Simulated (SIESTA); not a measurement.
TiC under changes of volume

One of the cells (10.158 Å³/atom); the others are scaled copies at fixed shape and fractional positions:

```
Ti C
1.0
     0.00000    2.16572    2.16572
     2.16572    0.00000    2.16572
     2.16572    2.16572    0.00000
Ti C
1 1
Direct
  0.00000 0.00000 0.00000
  0.50000 0.50000 0.50000
```

The cell is a database's computed one.

- Program: SIESTA 5.4.2
- Functional: PBEsol
- Potentials or basis: PseudoDojo 0.4 standard (PBEsol files)
- Basis: DZP (energy shift 0.003 Ry; two zetas on semicore shells)
- Grid cutoff: 800 Ry
- Energy shift: 0.003 Ry
- k mesh: 11 × 11 × 11
- Occupations: fermi-dirac, width 0.05 eV
- Spin: no spin polarisation

```tsv
volume (Å³/atom)	energy over the lowest point (meV/atom)	pressure (GPa)
9.548	14.19	11.8
9.752	3.24	5.4
9.955	0.00	-0.3
10.158	?	?
10.361	13.58	-10.2
10.564	29.15	-14.3
10.767	49.77	-18.0
```

Q: What does the run at 10.158 Å³/atom give?

A: Energy over the lowest point 3.69 meV/atom; pressure -5.4 GPa.

Worked out: A Birch-Murnaghan fit of order 3 (a polynomial in V^(-2/3)) to the other rows has its minimum at 9.94 Å³/atom with B0 = V·E''(V) = 268 GPa and B' = 4.0. It gives 3.68 meV/atom at 10.158 Å³/atom, against the run's 3.69, and -dE/dV = -5.4 GPa, against -5.4.

Energies are extrapolated to zero smearing.

Caveats: the basis of atomic orbitals isn't converged, which shifts pressures, moduli and gaps.
